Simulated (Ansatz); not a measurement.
## Pb started in the widest void in rocksalt PbS, 65 atoms, charge +2

All numbers come from Ansatz (PAW, plane waves, no spin–orbit coupling) at the single k point (¼, ¼, ¼) without its symmetry partners. The atoms were relaxed with PBEsol in a fixed cell; other functionals are single points on those atoms unless said otherwise. The valence top and gap of the host come from its small cell on a dense mesh, with the band extrema sought between the mesh points, lined up by the mean potential, PBEsol gap 0.19 eV, HSE06 gap 0.71 eV. The charge correction uses an assumed dielectric constant of 170.

Cell: a = 11.800 Å, b = 11.800 Å, c = 11.800 Å, α = 90.00°, β = 90.00°, γ = 90.00°.

Nearest atoms after relaxation, from the placed atom (for vacancies from the middle of the vacant sites): S at 2.77 Å, S at 2.77 Å, S at 2.78 Å, S at 2.80 Å, Pb at 3.06 Å, Pb at 3.06 Å, Pb at 3.06 Å, Pb at 3.07 Å.

Chemical potentials μ are those of reference phases of the elements at zero temperature by the same functional (the usual solids, diamond for C, grey Sn, and the molecules H2, N2, O2, F2, Cl2, Br2 and S8).

| functional | E(defect) − E(host) − Σ nμ + q·E_VBM (eV) | monopole (eV) | alignment (eV) | formation energy at E_F = VBM (eV) | moment (μB) | wall time, shared host |
| --- | --- | --- | --- | --- | --- | --- |
| PBEsol | 1.49 | 0.04 | 0.48 | 2.01 | 0 (no spin) | 5.5 s on NVIDIA GB200 (relaxation) |
| HSE06 | 1.59 | 0.04 | 0.48 | 2.11 | 0 (no spin) | 31 s on NVIDIA GB200 |

Task: How does the monopole term follow by hand for this cubic cell?

Result: q²·α·e²/(4πε₀)/(2εL) with the Madelung constant α = 2.837 and e²/4πε₀ = 14.40 eV·Å: 4 × 2.837 × 14.40 / (2 × 170 × 11.800) = 0.04 eV.

All elements are taken at their own reference at once; growth conditions in equilibrium with the host shift these energies, by up to the host's formation enthalpy.

One k point and a cell of this size can leave errors of several tenths of an eV in such numbers.
